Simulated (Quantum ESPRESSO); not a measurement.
Runs of Quantum ESPRESSO 7.5 on CuO. The structure is orthorhombic, space group Cccm (No. 66). Conventional cell: a = 3.982 Å, b = 4.307 Å, c = 5.156 Å, α = 90.00°, β = 90.00°, γ = 90.00°. Cu (site symmetry 2/m) has 4 O at 1.95 Å as nearest neighbours. O (site symmetry 222) is surrounded by 4 Cu at 1.95 Å. Measurements of this composition are mostly on another form, of space group No. 15.

```csv
task,level,potentials or basis,cell,k mesh,cutoff (eV),SCF threshold,symmetry,form of the LDA correlation,mesh quality,gap on the mesh (eV),pressure (GPa),V0 of scaled cells (Å³/atom),B0 (GPa)
single point,PBEsol,GBRV 1.5 PBEsol,as given,9 × 9 × 5,762,8e-10 Ry,-,-,not flagged,none,-5.6,-,-
equation of state,r2SCAN,SG15 PBE 1.2,as given,4 × 4 × 2,1197,1e-08 Ry,off,-,coarse,-,-,(a),174
band structure,PBEsol,GBRV 1.5 PBEsol,as given,9 × 9 × 5,762,8e-10 Ry,-,-,not flagged,none,-5.6,-,-
single point,PBEsol,GBRV 1.5 PBEsol,"atoms moved at random, drawn with an rms of 0.05 Å",9 × 9 × 5,762,8e-10 Ry,-,-,not flagged,none,-5.3,-,-
band structure,LDA,GBRV 1.5 LDA,as given,9 × 9 × 5,762,8e-10 Ry,-,PZ81,not flagged,none,-11.5,-,-
equation of state,PBEsol,GBRV 1.5 PBEsol,as given,9 × 9 × 5,762,8e-10 Ry,-,-,not flagged,-,-,10.71,174
```

Alike in all rows: no spin polarisation; smearing fermi-dirac 0.05 eV.

**Question.** Fill in the values left out.

**Answer.** (a) 10.74.

Caveats: some runs use coarse meshes; the run has no spin polarisation, though such a crystal can be magnetic; semilocal functionals often make such compounds metallic where correlation or magnetic order opens a gap, which also shifts bond lengths (some runs); the cell was scaled at fixed shape and fractional positions, which overstates the stiffness of a crystal with free parameters, most of all of layers and chains (some runs); the potentials were made for another functional, which shifts forces and pressure (some runs).

A gap of «none» marks a metal or a gap under the smearing width.
